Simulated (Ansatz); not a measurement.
## Convergence test, Hf2N

Level of theory: DFT r2SCAN, scalar-relativistic, plane waves, PAW in Ansatz.

```
Hf N
1.0
     5.31312    0.00000    0.00000
     0.00000    5.31312    0.00000
     0.00000    0.00000    3.24210
Hf N
4 2
Cartesian
  1.5702 1.5702 0.0000
  3.7429 3.7429 0.0000
  4.2268 1.0863 1.6210
  1.0863 4.2268 1.6210
  0.0000 0.0000 0.0000
  2.6566 2.6566 1.6210
```

- Γ-centred k-mesh: 8×8×12
- occupation rule: Gaussian smearing, 0.1 eV
- spin treatment: unpolarised
- valence charge of the PAW sets: Hf 26, N 5

The atoms are held and the plane-wave cutoff is swept. Energies are extrapolated to zero smearing and count from the reference run, 850 eV. The cell isn't necessarily relaxed at this level. Spin–orbit coupling is left out. Pressure is positive in compression and holds a correction for the finite cutoff (Pulay stress).

Times are rough; the reference took 69 s on 1 thread of Intel(R) Xeon(R) 6975P-C (Granite Rapids), with other jobs on the host, peak memory 1.6 GiB.

(1) One run gave ΔE = 25982 meV/atom and P = 8.58 GPa. Which plane-wave cutoff did it use, of 150, 200, 250, 300, 350, 380, 460, 500, 520, 600, 700?

Results:

(1) 150 eV. All runs:

| cutoff (eV) | ΔE (meV/atom) | P (GPa) | largest change of a force component (eV/Å) | plane waves at Γ | wall time (s) |
| --- | --- | --- | --- | --- | --- |
| 150 | 25982 | 8.58 | 0.063 | 383 | 8.5 |
| 200 | 5041 | 1.01 | 0.052 | 607 | 10 |
| 250 | 1042 | 0.01 | 0.012 | 801 | 15 |
| 300 | 165 | 1.32 | 0.006 | 1113 | 19 |
| 350 | 28.2 | 1.38 | 0.000 | 1365 | 23 |
| 380 | 11.1 | 1.50 | 0.001 | 1527 | 25 |
| 460 | 2.41 | 1.45 | 0.000 | 2063 | 30 |
| 500 | 1.91 | 1.44 | 0.000 | 2343 | 38 |
| 520 | 1.72 | 1.44 | 0.000 | 2457 | 38 |
| 600 | 1.04 | 1.43 | 0.000 | 3073 | 47 |
| 700 | 0.48 | 1.43 | 0.000 | 3825 | 69 |
| 850 | 0.00 | 1.43 | 0.000 | 5143 | 69 |